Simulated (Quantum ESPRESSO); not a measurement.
Runs of Quantum ESPRESSO 7.5 on SnSe. It takes space group Fm-3m (No. 225, cubic). Conventional cell: a = 6.020 Å, b = 6.020 Å, c = 6.020 Å, α = 90.00°, β = 90.00°, γ = 90.00°. Around Sn (site symmetry m-3m) lie 6 Se at 3.01 Å. Se (site symmetry m-3m) has 6 Sn at 3.01 Å as nearest neighbours. Measurements of this composition are mostly on another form, of space group No. 62.

| task | level | potentials or basis | spin | k mesh | cutoff (eV) | smearing | SCF threshold | q mesh for exact exchange | cutoff for exact exchange | rVV10 parameter b | symmetry | mesh quality | gap on the mesh (eV) | pressure (GPa) |
| --- | --- | --- | --- | --- | --- | --- | --- | --- | --- | --- | --- | --- | --- | --- |
| band structure | revPBE | SG15 PBE 1.2 | off | 8 × 8 × 8 | 952 | fermi-dirac 0.05 eV | 4e-10 Ry | - | - | - | - | not flagged | - | (a) |
| band structure | HLE16 | SG15 PBE 1.2 | off | 8 × 8 × 8 | 952 | fermi-dirac 0.05 eV | 4e-10 Ry | - | - | - | - | not flagged | 0.35 | (c) |
| band structure | RPBE | SG15 PBE 1.2 | off | 8 × 8 × 8 | 952 | fermi-dirac 0.05 eV | 4e-10 Ry | - | - | - | - | not flagged | - | 2.7 |
| band structure | AM05 | SG15 PBE 1.2 | off | 8 × 8 × 8 | 952 | fermi-dirac 0.05 eV | 4e-10 Ry | - | - | - | - | not flagged | - | -1.3 |
| band structure | rPW86PBE+rVV10 | SG15 PBE 1.2 | off | 8 × 8 × 8 | 952 | fermi-dirac 0.05 eV | 4e-10 Ry | - | - | 6.3 | - | not flagged | - | (b) |
| band structure | r2SCAN | SG15 PBE 1.2 | off | 6 × 6 × 6 | 952 | fermi-dirac 0.05 eV | 1e-08 Ry | - | - | - | off | not flagged | 0.28 | -1.0 |
| band structure | SCAN | SG15 PBE 1.2 | off | 6 × 6 × 6 | 952 | fermi-dirac 0.05 eV | 1e-08 Ry | - | - | - | off | not flagged | 0.46 | (d) |
| band structure | LDA | SG15 PBE 1.2 | off | 8 × 8 × 8 | 952 | fermi-dirac 0.05 eV | 4e-10 Ry | - | - | - | - | not flagged | - | -3.3 |
| band structure | PBEsol | SG15 PBE 1.2 | off | 8 × 8 × 8 | 952 | fermi-dirac 0.05 eV | 4e-10 Ry | - | - | - | - | not flagged | - | -1.8 |

Alike in all rows: cell as given.

Estimate the missing entries.

(a) 2.2; (b) 1.9; (c) -5.3; (d) -1.5.

Caveats: the potentials were made for another functional, which shifts forces and pressure; spin-orbit coupling is left out, which moves the levels of the heavy elements; the potentials were made for a functional far from this one (some runs); the mesh misses the band edges, which the band path finds closer together (some runs).

A k mesh can miss the band edges, and the runs leave out spin-orbit coupling on Se, Sn.

Runs at the PBE level aren't shown here.
